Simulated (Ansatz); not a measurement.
# AlAs: the cost of one run

Computed with Ansatz 0.2.0 (DFT PBE, scalar-relativistic, plane waves, PAW, unless a step's input says otherwise).

2 further runs of the same task are left out: 2 set aside as unsound or not needed.

## (1) The system as given

It takes space group F-43m (No. 216, cubic). The conventional cell has a = 5.728 Å, b = 5.728 Å, c = 5.728 Å, α = 90.00°, β = 90.00°, γ = 90.00°. Al (site symmetry -43m) is surrounded by 4 As at 2.48 Å. Around As (site symmetry -43m) lie 4 Al at 2.48 Å.

Coordinates:

```
Al As
1.0
     0.00000    2.86381    2.86381
     2.86381    0.00000    2.86381
     2.86381    2.86381    0.00000
Al As
1 1
Direct
  0.00000 0.00000 0.00000
  0.25000 0.25000 0.25000
```

This cell was relaxed beforehand with the same method: volume 23.49 Å³/atom, gap on the mesh 1.50 eV.

## (2) Bands, states and charges

Input file input.yaml:

```yaml
crystal:
  lattice:
    - [0.0, 2.8638066104, 2.8638066104]
    - [2.8638066104, 0.0, 2.8638066104]
    - [2.8638066104, 2.8638066104, 0.0]
  atoms:
    - { symbol: Al, position: [0.0, 0.0, 0.0] }
    - { symbol: As, position: [0.25, 0.25, 0.25] }
basis:
  ecutwfc: 420
kpoints:
  mp_grid: { grid: [8, 8, 8] }
  band_path:
    path:
      - [[0.0, 0.0, 0.0], [-0.5, -0.5, 0.0], [-0.375, -0.375, 0.25]]
      - [[-0.375, 0.0, 0.375], [0.0, 0.0, 0.0], [0.0, 0.0, 0.5], [-0.5, -0.25, 0.25], [-0.5, -0.5, 0.0]]
    npoints: 14
hamiltonian:
  xc: pbe
scf:
  occupations: { method: gaussian, width: 0.02 }
  n_extra_bands: 6
output:
  forces: true
  stress: true
  eigenvalues: true
  populations: true
  dos: { projected: true, de: 0.02, nscf_kmesh: { grid: [12, 12, 12] } }
  bader: true
  write_density: true
  write_potential: true
  elf: true
  volumetric_format: npy
```

The run is started by

```console
$ ansatz run input.yaml --threads 1 --pin off --max-ram 2560MiB --backend cpu --events-out ev --progress --plain --runs-dir out
```

What time and memory should one allow on 1 thread of Intel Xeon Platinum 8259CL at 2.50GHz (Skylake/Cascade Lake), shared host?

About 33 s, with a peak of 0.38 GiB.
